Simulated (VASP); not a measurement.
# W (Im-3m) in VASP: notebook

Runs on W. Level: PBE. Tasks: relaxation of cell and atoms, vibrations by finite differences.

Program: VASP 6.6.1. These are calculated values, not measurements. Logs are shortened: lines on timing, memory, paths and dates and some standing lists are left out, and cuts for length are marked.

### Step 1. Starting point

The structure is cubic, space group Im-3m (No. 229). The conventional cell has a = 3.165 Å, b = 3.165 Å, c = 3.165 Å, α = 90.00°, β = 90.00°, γ = 90.00°. W (site symmetry m-3m) is surrounded by 8 W at 2.74 Å.

### Step 2. Relaxation of cell and atoms, PBE, collinear spin, ferromagnetic start

File INCAR:

```
SYSTEM = W
PREC     = Accurate       ! precision mode
ENCUT    = 520            ! plane-wave cutoff, eV
EDIFF    = 1E-7           ! SCF threshold, eV
ISMEAR   = 0              ! smearing method
SIGMA    = 0.1            ! smearing width, eV
LREAL    = .FALSE.        ! projectors in reciprocal space
LASPH    = .TRUE.         ! aspherical terms in the spheres
NELM     = 100            ! most SCF steps
ALGO     = Normal         ! electronic algorithm
ISIF     = 3              ! what is computed and relaxed
LWAVE    = .FALSE.        ! write WAVECAR
LCHARG   = .FALSE.        ! write CHGCAR
ISPIN    = 2              ! spin polarisation
MAGMOM   = 1              ! initial moments
LORBIT   = 11             ! projections on sites
LMAXMIX  = 4              ! l up to which the mixer works
GGA      = PE             ! functional
IBRION   = 2              ! ionic algorithm
NSW      = 80             ! ionic steps
EDIFFG   = -0.002         ! ionic threshold
```

File KPOINTS:

```
Automatic mesh
0
G
  18 18 18
  0 0 0
```

File POSCAR:

```
W
1.0
   -1.5823450000      1.5823450000      1.5823450000
    1.5823450000     -1.5823450000      1.5823450000
    1.5823450000      1.5823450000     -1.5823450000
W
1
Direct
    0.0000000000      0.0000000000      0.0000000000
```

Potentials or basis: VASP PAW PBE potentials, release 64 (W_sv).

Started as:

```sh
$ cat potpaw_PBE.64/W_sv/POTCAR > POTCAR
$ mpirun -np 1 vasp_std > vasp.out
```

OUTCAR:

```text
SYSTEM = W
   PREC = Accurate
   ENCUT = 520
   EDIFF = 1E-7
   ISMEAR = 0
   LREAL = .FALSE.
   LASPH = .TRUE.
   NELM = 100
   ISIF = 3
   ISPIN = 2
   LORBIT = 11
   GGA = PE
   IBRION = 2
   NSW = 80
   EDIFFG = -0.002

 ion  position               nearest neighbor table
   1  0.000  0.000  0.000-

  LATTYP: Found a body centered cubic cell.
 ALAT       =     3.1646900000

  Lattice vectors:

 A1 = (  -1.5823450000,   1.5823450000,   1.5823450000)
 A2 = (   1.5823450000,  -1.5823450000,   1.5823450000)
 A3 = (   1.5823450000,   1.5823450000,  -1.5823450000)

Analysis of symmetry for initial positions (statically):
=====================================================================
 Subroutine PRICEL returns:
 Original cell was already a primitive cell.

 Routine SETGRP: Setting up the symmetry group for a
 body centered cubic supercell.

 Subroutine GETGRP returns: Found 48 space group operations
 (whereof 48 operations were pure point group operations)
 out of a pool of 48 trial point group operations.

The static configuration has the point symmetry O_h .

Analysis of symmetry for dynamics (positions and initial velocities):
=====================================================================
 Subroutine PRICEL returns:
 Original cell was already a primitive cell.

 Routine SETGRP: Setting up the symmetry group for a
 body centered cubic supercell.

 Subroutine GETGRP returns: Found 48 space group operations
 (whereof 48 operations were pure point group operations)
 out of a pool of 48 trial point group operations.

The dynamic configuration has the point symmetry O_h .

Analysis of structural, dynamic, and magnetic symmetry:
=====================================================================
 Subroutine PRICEL returns:
 Original cell was already a primitive cell.

 Routine SETGRP: Setting up the symmetry group for a
 body centered cubic supercell.

 Subroutine GETGRP returns: Found 48 space group operations
 (whereof 48 operations were pure point group operations)
 out of a pool of 48 trial point group operations.

The overall configuration has the point symmetry O_h .

 Subroutine INISYM returns: Found 48 space group operations
 (whereof 48 operations are pure point group operations),
 and found     1 'primitive' translations

----------------------------------------------------------------------------------------

                                     Primitive cell

  volume of cell :      15.8476

  direct lattice vectors                    reciprocal lattice vectors
    -1.582345000  1.582345000  1.582345000     0.000000000  0.315986716  0.315986716
     1.582345000 -1.582345000  1.582345000     0.315986716  0.000000000  0.315986716
     1.582345000  1.582345000 -1.582345000     0.315986716  0.315986716  0.000000000

  length of vectors
     2.740701935  2.740701935  2.740701935     0.446872699  0.446872699  0.446872699

  position of ions in fractional coordinates (direct lattice)
     0.000000000  0.000000000  0.000000000

  ion indices of the primitive-cell ions
   primitive index   ion index
                 1           1

----------------------------------------------------------------------------------------

 KPOINTS: Automatic mesh

Automatic generation of k-mesh.
 Grid dimensions read from file:
 generate k-points for:   18   18   18

 Generating k-lattice:

  Cartesian coordinates                     Fractional coordinates (reciprocal lattice)
     0.000000000  0.017554818  0.017554818     0.055555556  0.000000000  0.000000000
     0.017554818  0.000000000  0.017554818     0.000000000  0.055555556  0.000000000
     0.017554818  0.017554818  0.000000000     0.000000000  0.000000000  0.055555556

  Length of vectors
     0.024826261  0.024826261  0.024826261

  Shift w.r.t. Gamma in fractional coordinates (k-lattice)
     0.000000000  0.000000000  0.000000000

 Subroutine IBZKPT returns following result:
 ===========================================

 Found    195 irreducible k-points:

 Following reciprocal coordinates:
            Coordinates               Weight
  0.000000  0.000000  0.000000      1.000000
  0.055556  0.000000  0.000000     12.000000
  0.111111  0.000000  0.000000     12.000000
  0.166667  0.000000  0.000000     12.000000
  0.222222  0.000000  0.000000     12.000000
  0.277778  0.000000  0.000000     12.000000
[... 16 lines left out ...]
  0.333333  0.111111 -0.000000     48.000000
  0.388889  0.111111  0.000000     48.000000
 [... further k-points ...]
   k-points           NKPTS =    195   k-points in BZ     NKDIM =    195   number of bands    NBANDS=     12
   number of dos      NEDOS =    301   number of ions     NIONS =      1
   total plane-waves  NPLWV =   8000
   dimension x,y,z NGX =    20 NGY =   20 NGZ =   20
   dimension x,y,z NGXF=    40 NGYF=   40 NGZF=   40
   ions per type =               1
   NGX,Y,Z   is equivalent  to a cutoff of  12.13, 12.13, 12.13 a.u.
   NGXF,Y,Z  is equivalent  to a cutoff of  24.26, 24.26, 24.26 a.u.
 SYSTEM =  W
   PREC   = accura    normal or accurate (medium, high low for compatibility)
   ISTART =      0    job   : 0-new  1-cont  2-samecut
   ICHARG =      2    charge: 1-file 2-atom 10-const
   ISPIN  =      2    spin polarized calculation?
   LNONCOLLINEAR =      F non collinear calculations
   LSORBIT =      F    spin-orbit coupling
   LASPH  =      T    aspherical Exc in radial PAW
   ENCUT  =  520.0 eV  38.22 Ry    6.18 a.u.   5.10  5.10  5.10*2*pi/ulx,y,z
   NELM   =    100;   NELMIN=  2; NELMDL= -5     # of ELM steps
   EDIFF  = 0.1E-06   stopping-criterion for ELM
   LREAL  =      F    real-space projection
   EDIFFG = -.2E-02   stopping-criterion for IOM
   NSW    =     80    number of steps for IOM
   IBRION =      2    ionic relax: 0-MD 1-quasi-New 2-CG
   NFREE  =      1    steps in history (QN), initial steepest desc. (CG)
   ISIF   =      3    stress and relaxation
   ISYM   =      2    0-nonsym 1-usesym 2-fastsym
   POTIM  = 0.5000    time-step for ionic-motion
   TEBEG  =    0.0;   TEEND  =   0.0 temperature during run
   PSTRESS=    0.0 pullay stress
   NELECT =      14.0000    total number of electrons
   NUPDOWN=      -1.0000    fix difference up-down
   EMIN   =  10.00;   EMAX   =-10.00  energy-range for DOS
   EFERMI =   0.00;   METHOD = LEGACY
   ISMEAR =     0;   SIGMA  =   0.10  broadening in eV -4-tet -1-fermi 0-gaus
   EFERMI_NEDOS =   21; number of points for ismear=-14 and -15
   IALGO  =     38    algorithm
   IMIX   =      4    mixing-type and parameters
     AMIX     =   0.40;   BMIX     =  1.00
     AMIX_MAG =   1.60;   BMIX_MAG =  1.00
  volume/ion in A,a.u.               =      15.85       106.94
  Fermi-wavevector in a.u.,A,eV,Ry     =   1.570832  2.968442 33.572544  2.467512
  Thomas-Fermi vector in A             =   2.672506
   LORBIT       =     11    0 simple, 1 ext, 2 COOP (PROOUT), +10 PAW based schemes
   GGA     = PE    functional components
   LHFCALC =     F    Hartree Fock is set to
   AEXX    =    0.0000 exact exchange contribution
   IVDW    =     0    specifies the selected vdW correction
   LEPSILON=     F    determine dielectric tensor
   LRPA    =     F    only Hartree local field effects (RPA)
 conjugate gradient relaxation of ions
 spin polarized calculation
 Gauss-broadening in eV      SIGMA  =   0.10
  energy-cutoff  :      520.00
  volume of cell :       15.85
 maximum number of plane-waves:       440
   NGX = 11   NGY = 11   NGZ = 11

--------------------------------------- Ionic step        1  -------------------------------------------

 number of electron      14.0000004 magnetization       0.0000496

 number of electron      14.0000004 magnetization      -0.0000264

 Free energy of the ion-electron system (eV)
  ---------------------------------------------------
  ext. energy  EPLUGINS =         0.00000000
  ---------------------------------------------------
  free energy    TOTEN  =       -12.94507093 eV

  energy without entropy =      -12.94160202  energy(sigma->0) =      -12.94333647

------------------------ aborting loop because EDIFF is reached ----------------------------------------

  FORCE on cell =-STRESS in cart. coord.  units (eV):
  Direction    XX          YY          ZZ          XY          YZ          ZX
  --------------------------------------------------------------------------------------
  -------------------------------------------------------------------------------------
  Total        0.6157618      0.6157618      0.6157618      0.0000000      0.0000000      0.0000000
  in kB       62.2529259     62.2529259     62.2529259      0.0000000      0.0000000      0.0000000
  external PRESSURE =      62.2529259 kB  Pullay stress =       0.0000000 kB
[... 96 lines left out ...]
--------------------------------------- Ionic step        4  -------------------------------------------

 number of electron      14.0000000 magnetization      -0.0000009

 number of electron      14.0000000 magnetization       0.0000002

 Free energy of the ion-electron system (eV)
  ---------------------------------------------------
  ext. energy  EPLUGINS =         0.00000000
  ---------------------------------------------------
  free energy    TOTEN  =       -12.95099584 eV

  energy without entropy =      -12.94741336  energy(sigma->0) =      -12.94920460

 E-fermi :  11.1658     XC(G=0): -13.5314

 val. band max:       11.1616221288   @ k =  -0.2778   0.3333   0.2222
 cond. band min:      11.1780314408   @ k =   0.5000   0.5000   0.2222
 fundamental gap:      0.0164093120
 Fermi energy:        11.1657928814

 spin component 1

 k-point     1 :       0.0000    0.0000    0.0000
  band No.  band energies     occupation
      1     -63.0371      1.00000
      2     -26.6271      1.00000
      3     -26.6271      1.00000
      4     -26.6271      1.00000
      5       1.6365      1.00000
      6       9.9723      1.00000
      7       9.9723      1.00000
      8       9.9723      1.00000
      9      13.3851      0.00000
     10      13.3851      0.00000
     11      25.6395      0.00000
     12      25.6395      0.00000
[... 331 lines left out ...]
 k-point    24 :       0.3889    0.1111    0.0000
  band No.  band energies     occupation
      1     -62.9139      1.00000
      2     -27.7608      1.00000
      3     -27.0537      1.00000
      4     -26.6866      1.00000
      5       5.4420      1.00000
      6       7.8396      1.00000
      7      10.5513      1.00000
      8      13.1507      0.00000
      9      14.4418      0.00000
     10      17.4284      0.00000
     11      21.8194      0.00000
     12      23.6351      0.00000

 [... further k-points ...]

 spin component 2

 k-point     1 :       0.0000    0.0000    0.0000
  band No.  band energies     occupation
      1     -63.0371      1.00000
      2     -26.6271      1.00000
      3     -26.6271      1.00000
      4     -26.6270      1.00000
      5       1.6365      1.00000
      6       9.9723      1.00000
      7       9.9723      1.00000
      8       9.9723      1.00000
      9      13.3851      0.00000
     10      13.3851      0.00000
     11      25.6395      0.00000
     12      25.6395      0.00000
[... 373 lines left out ...]
  FREE ENERGIE OF THE ION-ELECTRON SYSTEM (eV)
  ---------------------------------------------------
  free  energy   TOTEN  =       -12.9509958418 eV

  energy  without entropy=      -12.9474133597  energy(sigma->0) =      -12.94920460

 reached required accuracy - stopping structural energy minimisation

 total charge

# of ion       s       p       d       tot
------------------------------------------
    1        2.397   6.331   3.326  12.054

 magnetization (x)

# of ion       s       p       d       tot
------------------------------------------
    1       -0.000   0.000   0.000   0.000
```

It took 84 s on 1 thread of Intel Xeon Platinum 8488C (Sapphire Rapids), shared host; peak memory 0.19 GiB.

Results:

```
Free energy                                           : -12.9510 eV
Relaxed volume                                        : 16.16 Å³/atom
Relaxed cell                                          : a = 2.759 Å, b = 2.759 Å, c = 2.759 Å, α = 109.47°, β = 109.47°, γ = 109.47°
Space group after relaxing (to 0.05 Å)                : Im-3m (No. 229)
Energy gained by relaxing                             : 5.9 meV/atom
Ionic steps                                           : 4
Pressure after relaxing                               : 0.0 GPa
Band gap on the k mesh                                : none (metal or under the smearing width)
Net moment                                            : 0.00 μB per cell
Valence electrons inside the program's atomic spheres : W 12.05
```

Step by step:
```csv
step,energy change (eV),largest force (eV/Å),pressure (GPa),volume (Å³)
1,0.0000,0.0000,6.23,15.85
2,0.0625,0.0000,-18.02,17.30
3,-0.0059,0.0000,-0.17,16.17
4,-0.0059,0.0000,-0.02,16.16
```

Final structure:
```cif
data_structure
_symmetry_space_group_name_H-M 'P 1'
_symmetry_Int_Tables_number 1
_cell_length_a 2.7586
_cell_length_b 2.7586
_cell_length_c 2.7586
_cell_angle_alpha 109.471
_cell_angle_beta 109.471
_cell_angle_gamma 109.471
_cell_volume 16.16
loop_
_atom_site_label
_atom_site_type_symbol
_atom_site_fract_x
_atom_site_fract_y
_atom_site_fract_z
_atom_site_occupancy
W1 W 0.00000 0.00000 0.00000 1
```

Levels at points of the mesh, in eV from the Fermi level:
Spin up:
```
           k point  band 5  band 6  band 7  band 8  band 9  band 10
(0.00, 0.00, 0.00)   -9.53   -1.19   -1.19   -1.19    2.22     2.22
(0.50, 0.00, 0.00)   -6.15   -3.47    0.61    2.10    3.06     5.98
(0.50, 0.50, 0.50)   -5.68   -5.68    5.03    5.03    5.03     8.09
```
Spin down:
| k point | band 4 | band 5 | band 6 | band 7 | band 8 | band 9 | band 10 | band 11 |
| --- | --- | --- | --- | --- | --- | --- | --- | --- |
| (0.00, 0.00, 0.00) | -37.79 | -9.53 | -1.19 | -1.19 | -1.19 | 2.22 | 2.22 | 14.47 |
| (0.50, 0.00, 0.00) | -37.80 | -6.15 | -3.47 | 0.61 | 2.10 | 3.06 | 5.98 | 10.78 |
| (0.50, 0.50, 0.50) | -38.64 | -5.68 | -5.68 | 5.03 | 5.03 | 5.03 | 8.09 | 8.09 |

The run has no spin-orbit coupling, so splittings on W are missing. Zero-point motion and thermal expansion aren't in these numbers.

### Step 3. Relaxation of cell and atoms, PBE, collinear spin, ferromagnetic start

This run uses another cell than the first one, of 16.16 Å³/atom, 1.020 times its volume.

INCAR is that of step 2.

KPOINTS is that of step 2.

File POSCAR:

```
W                                       
1.0
   -1.5926642639      1.5926642639      1.5926642639
    1.5926642639     -1.5926642639      1.5926642639
    1.5926642639      1.5926642639     -1.5926642639
  W             
     1
Direct
     0.0000000000000000    0.0000000000000000    0.0000000000000000
```

Potentials or basis: VASP PAW PBE potentials, release 64 (W_sv).

Started as:

```sh
$ cat potpaw_PBE.64/W_sv/POTCAR > POTCAR
$ mpirun -np 1 vasp_std > vasp.out
```

It took 36 s on 1 thread of Intel Xeon Platinum 8488C (Sapphire Rapids), shared host; peak memory 0.2 GiB.

The run converged. Its results:

* Free energy: -12.9512 eV
* Pressure after relaxing: 0.0 GPa
* Band gap on the k mesh: none (metal or under the smearing width)
* Net moment: 0.00 μB per cell
* Valence electrons inside the program's atomic spheres: W 12.05

Final structure:
```xyz
1
Lattice="-1.5927 1.5927 1.5927 1.5927 -1.5927 1.5927 1.5927 1.5927 -1.5927" Properties=species:S:1:pos:R:3 pbc="T T T"
W     0.0000    0.0000    0.0000
```

Levels at points of the mesh, in eV from the Fermi level:
Spin up:
| k point | band 5 | band 6 | band 7 | band 8 | band 9 | band 10 |
| --- | --- | --- | --- | --- | --- | --- |
| (0.00, 0.00, 0.00) | -9.53 | -1.19 | -1.19 | -1.19 | 2.22 | 2.22 |
| (0.50, 0.00, 0.00) | -6.15 | -3.47 | 0.61 | 2.10 | 3.06 | 5.98 |
| (0.50, 0.50, 0.50) | -5.68 | -5.68 | 5.03 | 5.03 | 5.03 | 8.09 |
Spin down:
| k point | band 3 | band 4 | band 5 | band 6 | band 7 | band 8 | band 9 | band 10 | band 11 | band 12 |
| --- | --- | --- | --- | --- | --- | --- | --- | --- | --- | --- |
| (0.00, 0.00, 0.00) | -37.79 | -37.79 | -9.53 | -1.19 | -1.19 | -1.19 | 2.22 | 2.22 | 14.47 | 14.47 |
| (0.50, 0.00, 0.00) | -38.19 | -37.80 | -6.15 | -3.47 | 0.61 | 2.10 | 3.06 | 5.98 | 10.78 | 11.44 |
| (0.50, 0.50, 0.50) | -38.64 | -38.64 | -5.68 | -5.68 | 5.03 | 5.03 | 5.03 | 8.09 | 8.09 | 8.09 |

Caveat: the relaxation stopped at its first step, so nothing moved. Spin-orbit coupling is left out, which matters for the levels of W.

### Step 4. Vibrations by finite differences, PBE, collinear spin, ferromagnetic start

This run uses another cell than the first one, of 16.16 Å³/atom, 1.020 times its volume.

INCAR: that of step 3 with these lines changed.

```diff
@@ -3,3 +3,3 @@
 ENCUT    = 520            ! plane-wave cutoff, eV
-EDIFF    = 1E-7           ! SCF threshold, eV
+EDIFF    = 1E-8           ! SCF threshold, eV
 ISMEAR   = 0              ! smearing method
@@ -18,4 +18,6 @@
 GGA      = PE             ! functional
-IBRION   = 2              ! ionic algorithm
-NSW      = 80             ! ionic steps
-EDIFFG   = -0.002         ! ionic threshold
+NBANDS   = 17             ! bands
+IBRION   = 6              ! ionic algorithm
+NFREE    = 2            
+POTIM    = 0.015          ! step
+NSW      = 1              ! ionic steps
```

KPOINTS is that of step 3.

POSCAR is that of step 3.

Started as:

```sh
$ cat potpaw_PBE.64/W_sv/POTCAR > POTCAR
$ mpirun -np 1 vasp_std > vasp.out
```

Run time: 31 min. Hardware: 1 thread of Intel Xeon Platinum 8488C (Sapphire Rapids), shared host; peak memory 1.2 GiB.

The run converged. Its results:

```
Net moment                                            : 0.00 μB per cell
Valence electrons inside the program's atomic spheres : W 12.05
Elastic constants C11, C12, C44                       : 489, 216, 139 GPa
Voigt bulk modulus                                    : 307 GPa
```

Elastic tensor in Voigt notation (GPa, in the Cartesian axes of the cell as first typed):
```
489 216 216   0   0   0
216 489 216   0   0   0
216 216 489   0   0   0
  0   0   0 139   0   0
  0   0   0   0 139   0
  0   0   0   0   0 139
```

Clamped-ion elastic tensor (GPa):
```
489 216 216   0   0   0
216 489 216   0   0   0
216 216 489   0   0   0
  0   0   0 139   0   0
  0   0   0   0 139   0
  0   0   0   0   0 139
```

Caveat: elastic constants of metals need much finer meshes, so these are rough.
